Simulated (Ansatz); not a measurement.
# Si2Ni (Fm-3m) in Ansatz: notebook

One crystal, Si2Ni, is run at these levels: PBE; tasks: single point.

All numbers are computed with Ansatz 0.2.0; they aren't measurements. Logs are shortened: lines on timing, memory, paths and dates and some standing lists are left out, and cuts for length are marked.

## Step 1: The crystal as given

Symmetry: Fm-3m, No. 225, cubic system. The conventional cell has a = 5.406 Å, b = 5.406 Å, c = 5.406 Å, α = 90.00°, β = 90.00°, γ = 90.00°. Around Ni (site symmetry m-3m) lie 8 Si at 2.34 Å. Around Si (site symmetry -43m) lie 4 Ni at 2.34 Å.

## Step 2: Single point, PBE, collinear spin, ferromagnetic start

Input file input.yaml:

```yaml
crystal:
  lattice:
    - [0.0, 2.703, 2.703]
    - [2.703, 0.0, 2.703]
    - [2.703, 2.703, 0.0]
  atoms:
    - { symbol: Ni, position: [0.0, 0.0, 0.0], spin: 1.0 }
    - { symbol: Si, position: [0.75, 0.75, 0.75] }
    - { symbol: Si, position: [0.25, 0.25, 0.25] }
hamiltonian:
  xc: pbe
  pseudopotentials: { kind: paw }
magnetization:
  spin_polarized: true
kpoints:
  mp_grid: { grid: [9, 9, 9] }
scf:
  occupations: { method: gaussian, width: 0.023 }
output:
  forces: true
  stress: true
  eigenvalues: true
```

Potentials or basis: Ansatz PAW.

Run with:

```bash
$ ansatz run input.yaml --threads 2 --pin off --max-ram 5632MiB --backend cpu --events-out ev --progress --plain --runs-dir out
```

The log of the run:

```text
Warning: RAYON_NUM_THREADS=2 ignored (pool sized by the plan → 2); use --threads N
Engine: ansatz 0.2.0, x86_64-unknown-linux-gnu
Pseudopotentials: kind: paw
Pseudopotential: Ni, paw, valence charge 18, recommended cutoff 420 eV (normal), Ni.paw.azcp
Pseudopotential: Si, paw, valence charge 4, recommended cutoff 420 eV (normal), Si.paw.azcp
Functional definition: PBE
  parameter kappa = 0.804
  parameter beta = 0.06672455060314922
  exchange = pbe_x(kappa = kappa, mu = beta*pi^2/3)
  correlation = pbe_c(beta = beta)
Crystal: 3 atoms, lattice volume = 39.497 Å³
Basis set: ecut = 420 eV, 749 PW (Γ), exchange–correlation on 54×54×54 points (8 copies of the dense FFT grid, shifted against one another)
Bands: 18, of which v1, the nominal top of the filled ones, is band 13 counted from 1 (12 counted from 0)
Symmetry: 48 space group operations
Space group: Fm-3m (ITA 225), of the structure as read, at distance tolerance 3.4e-5 Å
Magnetic group: BNS 225.116 (UNI 1618), of the structure as read, at distance tolerance 3.4e-5 Å
k-points: 35 of 729
Non-local potential: Ni, projectors of the file, l = 0: 3, l = 1: 2, l = 2: 3, l = 3: 1
Non-local potential: Si, projectors of the file, l = 0: 2, l = 1: 2, l = 2: 2
PAW form: soft (Blöchl's): semilocal exchange-correlation on the pseudo side does not see the compensation charge
PAW one-centre angular grid: Ni, 590 points (default); XC on 64 Gauss nodes
PAW one-centre angular grid: Si, 110 points (default); XC on 64 Gauss nodes
Initial density: superposition of atomic densities (chi_scale 0.1, normalization cell)
Starting moments: Σ|m| = 1 μB on 1 of 3 sites
Initial wavefunctions: pseudopotential atomic-orbital guess
Functional: x = pbe(κ = 0.804, μ = 0.2195149727645171), c = pbe(β = 0.06672455060314922)
SCF iter   1: F=—  HF=-7111.515740 eV  |F-HF|=—  |Δ(HF+E_count)|=         —  Δρ=9.75e-2 (↑9.75e-2 ↓4.83e-2)  dr2=1.41e0  dr2_m=1.62e0  M=0.045 μB ∫|m|=0.142 μB  β_m=0.30  ethr=3.10e-3  ⟨swp⟩=6.3  Hψ=6315  notcnv=0
Mixer restart at iter 1: flushing history
preconditioner: auto → Kerker (q_TF=auto, 2.545 Å⁻¹)  [metal: Δε(μ)=0.013 eV  Ē_g=8.759 eV  σ=0.023 eV  W_gap=0.29  n_scr=14 (ndim 8)  ℏωp=25.1 eV  f_vac=0.000  D(μ)=1.60/eV (n_scr^D=14)]
spin=Collinear: Kerker preconditioning applied to the charge; magnetization (m = ρ↑ − ρ↓) channel mixes plain (no charge-response kernel on spin).
SCF iter   2: F=—  HF=-7111.073820 eV  |F-HF|=—  |Δ(HF+E_count)|=   4.42e-1  Δρ=6.63e-2 (↑3.65e-2 ↓6.63e-2)  dr2=1.17e0  dr2_m=8.21e-1  M=0.058 μB ∫|m|=0.114 μB  β_m=0.46  ethr=3.10e-3  ⟨swp⟩=2.4  Hψ=2518  notcnv=0  defer=62
preconditioner: auto → none  [insulator: Δε(μ)=0.028 eV  Ē_g=8.847 eV  σ=0.023 eV  W_gap=0.59  n_scr=14 (ndim 8)  ℏωp=25.1 eV  f_vac=0.000  D(μ)=0.91/eV (n_scr^D=8)  ε∞_Penn≈9.0]
SCF iter   3: F=—  HF=-7112.225551 eV  |F-HF|=—  |Δ(HF+E_count)|=    1.15e0  Δρ=5.21e-2 (↑5.21e-2 ↓1.19e-2)  dr2=6.08e-1  dr2_m=2.84e-1  M=0.053 μB ∫|m|=0.094 μB  β_m=0.51  ethr=3.10e-3  ⟨swp⟩=3.2  Hψ=2437  notcnv=0  defer=65
SCF iter   4: F=—  HF=-7112.358667 eV  |F-HF|=—  |Δ(HF+E_count)|=   1.33e-1  Δρ=1.33e-2 (↑2.71e-3 ↓1.33e-2)  dr2=5.94e-2  dr2_m=1.10e-2  M=0.002 μB ∫|m|=0.019 μB  β_m=0.76  ethr=2.34e-3  ⟨swp⟩=2.0  Hψ=2093  notcnv=0  defer=63
SCF iter   5: F=—  HF=-7112.395163 eV  |F-HF|=—  |Δ(HF+E_count)|=   3.65e-2  Δρ=2.94e-3 (↑2.94e-3 ↓7.70e-4)  dr2=2.50e-3  dr2_m=1.13e-3  M=-0.004 μB ∫|m|=0.004 μB  β_m=0.73  ethr=2.29e-4  ⟨swp⟩=2.2  Hψ=1975  notcnv=0  defer=63
SCF iter   6: F=—  HF=-7112.394775 eV  |F-HF|=—  |Δ(HF+E_count)|=   3.88e-4  Δρ=1.46e-3 (↑1.46e-3 ↓7.79e-4)  dr2=1.33e-3  dr2_m=5.15e-5  M=-0.001 μB ∫|m|=0.001 μB  β_m=0.77  ethr=9.61e-6  ⟨swp⟩=1.9  Hψ=1640  notcnv=0  defer=61
SCF iter   7: F=—  HF=-7112.394638 eV  |F-HF|=—  |Δ(HF+E_count)|=   1.37e-4  Δρ=1.72e-4 (↑1.72e-4 ↓1.23e-4)  dr2=2.61e-5  dr2_m=6.62e-7  M=-0.000 μB ∫|m|=0.001 μB  β_m=0.88  ethr=5.10e-6  ⟨swp⟩=2.0  Hψ=1700  notcnv=0  defer=61
SCF iter   8: F=—  HF=-7112.394657 eV  |F-HF|=—  |Δ(HF+E_count)|=   1.88e-5  Δρ=3.84e-5 (↑3.73e-5 ↓3.84e-5)  dr2=1.78e-6  dr2_m=8.99e-9  M=-0.000 μB ∫|m|=0.000 μB  β_m=0.94  ethr=1.00e-7  ⟨swp⟩=2.2  Hψ=1790  notcnv=0  defer=61
SCF iter   9: F=—  HF=-7112.394657 eV  |F-HF|=—  |Δ(HF+E_count)|=   4.27e-7  Δρ=9.71e-6 (↑1.83e-6 ↓9.71e-6)  dr2=1.94e-8  dr2_m=1.11e-8  M=0.000 μB ∫|m|=0.000 μB  β_m=0.91  ethr=6.84e-9  ⟨swp⟩=2.2  Hψ=1809  notcnv=0  defer=61
SCF iter  10: F=—  HF=-7112.394657 eV  |F-HF|=—  |Δ(HF+E_count)|=   6.83e-9  Δρ=2.09e-6 (↑2.09e-6 ↓8.42e-7)  dr2=2.59e-9  dr2_m=1.62e-10  M=-0.000 μB ∫|m|=0.000 μB  β_m=0.94  ethr=7.45e-11  ⟨swp⟩=2.1  Hψ=2029  notcnv=0  defer=61
SCF iter  11: F=-7112.394657 eV  HF=-7112.394657 eV  |F-HF|=7.55e-11  |Δ(HF+E_count)|=  1.82e-12  Δρ=3.69e-7 (↑3.69e-7 ↓1.58e-7)  dr2=8.23e-11  dr2_m=5.79e-12  M=-0.000 μB ∫|m|=0.000 μB  ethr=9.96e-12  ⟨swp⟩=5.8  Hψ=4430  notcnv=0
SCF 1 converged in 11 iterations: F = -7112.394657 eV  dr2 = 8.23e-11
WARN: the starting moments were not kept: the SCF closed with an absolute magnetisation of 2.3e-6 μB, where they sum to 1 μB in size (1 site). That is at most 0.1 of that sum. Measured as dr2_m measures the in/out step, that magnetisation stands 2.6e-12 eV from none, at or under the dr2_threshold of 1.0e-7 eV: it is no larger than a step whose dr2_m would equal this threshold. The system may hold no moment; this SCF shows only that its start led to no more than that. To try another start: raise the starting moments (crystal.atoms[].spin, magnetization.per_species, magnetization.initial_magnetization, or on a non-collinear deck that types none of these the spinor_matrix: blocks that start its atoms; where the total moment is fixed, keep their sum and leave initial_magnetization as it is; typed ones take the place of any that the run laid by itself, positive ones on a crystal's lanthanoids without a Hubbard term where scf.initial_density.shell_occupations: [] is typed) or, if the notice of its spin-set hold's release reads "site moments contracting" or "site moments show no strong build", lengthen the hold (scf.mixing.spin_hold: { on: { confirm: 4 } }; for m-r²SCAN on two components see the key's manual first). Each may lead to a state that holds a moment. A second SCF, from the converged charge density, with the starting moments and any scf.initial_density.shell_occupations laid on it anew, would have followed, and was not run: the deck does not ask for one (magnetization.retry_lost_moments is false, the default). To let it run, set magnetization.retry_lost_moments: true and run the deck again, where that key's refused combinations let it; where memory then withholds it, that run's warning says so.
SCF converged after 11 iterations
Magnetization: -0.0000 μB (13.0000 up, 13.0000 down)
Absolute magnetization: 0.0000 μB (∫|ρ↑−ρ↓|, with the PAW one-centre terms)
Spin contamination: 0.0000 ħ² per cell (⟨S²⟩ above its minimum at these occupations)
Per-site moments (μB) at R_I (Å): [(5.182916056362766e-7, 0.9656074999021016), (-9.624585526421703e-8, 0.9656074999021016), (-9.62458553141199e-8, 0.9656074999021018)]
Free energy (F): -7112.394657 eV
Harris-Foulkes:  -7112.394657 eV  (|F-HF|=7.55e-11)
Internal energy: -7112.394382 eV  (E = F + TS)
E sigma→0 (E₀):  -7112.394519 eV
Entropy (-TS):   -0.000275 eV (-0.092 meV/atom)
Fermi energy:    13.348925 eV
--- Per-component energies (eV) ---
  E_band       = -343.999828
  E_kinetic    = 370.716618
  E_local      = -4906.252132  (includes V_loc(G=0)·N_el)
  E_nonlocal   = 679.749767
  E_hartree    = 2122.061116
  E_xc         = -199.480639
  E_vxc        = -208.748663  (∫ρ·V_xc dr)
  E_paw        = -2651.340755  (= ΣΔE_a)
  E_vpaw       = -523.588967  (= ΣTr[D̂ρ^β])
  E_aug_tail   = 0.000498  (compensation charges beyond the density's cutoff)
  E_ewald      = -2527.848854
  E_smearing   = -0.000275  (= −TS)
  E_closure    = -0.000000  (closes the sum)
  Σ components = -7112.394657   (vs F -7112.394657, Δ=0.00e0)
--- Forces (eV/Å), atoms counted from 1 ---
  atom   1  Ni    -0.00000000     0.00000000    -0.00000000
  atom   2  Si     0.00000000     0.00000000     0.00000000
  atom   3  Si    -0.00000000    -0.00000000     0.00000000
  max |Σ_I F_I| component: 2.78e-17 eV/Å
--- Stress (GPa, compression-positive) ---
        3.986979       0.000000      -0.000000
       -0.000000       3.986979      -0.000000
        0.000000       0.000000       3.986979
  P = ⅓ Tr σ = 3.9870 GPa (39.870 kbar)
--- Band table (eV; the first three rows and the last of 70) ---
  k-point 0 ↑: bands = ["-91.3314", "-51.7283", "-51.7283", "-51.7283", "-0.5898", "8.0765", "8.0765", "8.0765", "9.7844", "9.7844", "12.9796", "15.0086", "15.0086", "15.0086", "15.5376", "15.5376", "15.5376", "17.9976"]
  k-point 1 ↑: bands = ["-91.3314", "-51.7285", "-51.7284", "-51.7284", "-0.4068", "7.7037", "8.1343", "8.1343", "9.7512", "9.7512", "12.5919", "13.8838", "14.2628", "14.2628", "16.2266", "16.2266", "17.1836", "17.5055"]
  k-point 2 ↑: bands = ["-91.3314", "-51.7287", "-51.7284", "-51.7284", "0.1367", "6.6975", "8.2798", "8.2798", "9.7034", "9.7034", "11.1449", "13.3697", "13.3697", "14.2332", "15.9117", "15.9117", "16.9075", "18.3372"]
  k-point 34 ↓: bands = ["-91.3314", "-51.7291", "-51.7289", "-51.7287", "3.7935", "4.5969", "6.4840", "6.7352", "9.3936", "9.5680", "9.8332", "10.1636", "10.8936", "15.0172", "15.8358", "17.6161", "19.2926", "21.2759"]
```

It took 1.8 s on 2 threads of Intel Xeon 6975P-C (Granite Rapids), shared host; peak memory 0.41 GiB.

Results:

| Item | Value |
| --- | --- |
| Free energy | -7112.3947 eV |
| Pressure | 4.0 GPa |
| Band gap on the k mesh | none (metal or under the smearing width) |
| Net moment | 0.00 μB per cell |
| Absolute moment | 0.00 μB per cell |

Caveat: the starting moments weren't kept.

## Step 3: Single point, PBE, collinear spin, ferromagnetic start

Changes to input.yaml since step 2:

```diff
@@ -17,3 +17,3 @@
 scf:
-  occupations: { method: gaussian, width: 0.023 }
+  occupations: { method: gaussian, width: 0.024 }
 output:
```

Potentials or basis: Ansatz PAW.

Run with:

```bash
$ ansatz run input.yaml --threads 2 --pin off --max-ram 5632MiB --backend cpu --events-out ev --progress --plain --runs-dir out
```

It took 1.8 s on 2 threads of Intel Xeon 6975P-C (Granite Rapids), shared host; peak memory 0.4 GiB.

Results (log left out):

| Item | Value |
| --- | --- |
| Free energy | -7112.3947 eV |
| Pressure | 4.0 GPa |
| Band gap on the k mesh | none (metal or under the smearing width) |
| Net moment | 0.00 μB per cell |
| Absolute moment | 0.00 μB per cell |

Levels at points of the mesh, in eV from the Fermi level:
Spin up:
| k point | band 10 | band 11 | band 12 | band 13 | band 14 | band 15 | band 16 | band 17 |
| --- | --- | --- | --- | --- | --- | --- | --- | --- |
| (0.00, 0.00, 0.00) | -3.56 | -0.37 | 1.66 | 1.66 | 1.66 | 2.19 | 2.19 | 2.19 |
Spin down:
| k point | band 10 | band 11 | band 12 | band 13 | band 14 | band 15 | band 16 | band 17 |
| --- | --- | --- | --- | --- | --- | --- | --- | --- |
| (0.00, 0.00, 0.00) | -3.56 | -0.37 | 1.66 | 1.66 | 1.66 | 2.19 | 2.19 | 2.19 |

Caveat: the starting moments weren't kept.

## Step 4: Single point, PBE, collinear spin, ferromagnetic start

Changes to input.yaml since step 3:

```diff
@@ -17,3 +17,3 @@
 scf:
-  occupations: { method: gaussian, width: 0.024 }
+  occupations: { method: gaussian, width: 0.025 }
 output:
```

Run with:

```bash
$ ansatz run input.yaml --threads 2 --pin off --max-ram 5632MiB --backend cpu --events-out ev --progress --plain --runs-dir out
```

Run time: 1.7 s. Hardware: 2 threads of Intel Xeon 6975P-C (Granite Rapids), shared host; peak memory 0.4 GiB.

Results (log left out):

```
Free energy            : -7112.3947 eV
Pressure               : 4.0 GPa
Band gap on the k mesh : none (metal or under the smearing width)
Net moment             : 0.00 μB per cell
Absolute moment        : 0.00 μB per cell
```

Levels at points of the mesh, in eV from the Fermi level:
Spin up:
```
           k point  band 10  band 11  band 12  band 13  band 14  band 15  band 16  band 17
(0.00, 0.00, 0.00)    -3.56    -0.37     1.66     1.66     1.66     2.19     2.19     2.19
```
Spin down:
| k point | band 10 | band 11 | band 12 | band 13 | band 14 | band 15 | band 16 | band 17 |
| --- | --- | --- | --- | --- | --- | --- | --- | --- |
| (0.00, 0.00, 0.00) | -3.56 | -0.37 | 1.66 | 1.66 | 1.66 | 2.19 | 2.19 | 2.19 |

Caveat: the starting moments weren't kept.

## Step 5: Summary

| smearing | gap on the mesh (eV) | pressure (GPa) | moment (μB) |
| --- | --- | --- | --- |
| gaussian 0.023 eV | none | 4.0 | 0.00 |
| gaussian 0.024 eV | none | 4.0 | 0.00 |
| gaussian 0.025 eV | none | 4.0 | 0.00 |

Alike in all rows: task single point; level PBE; potentials or basis Ansatz PAW; spin collinear, ferromagnetic start; cell as given; k mesh 9 × 9 × 9; cutoff (eV) 420.

Every run on the cell as given and a fine mesh finds a metal.

Caveats: the starting moments weren't kept.

Total energies depend on the potentials used, so only differences within one code and one set of settings carry meaning.
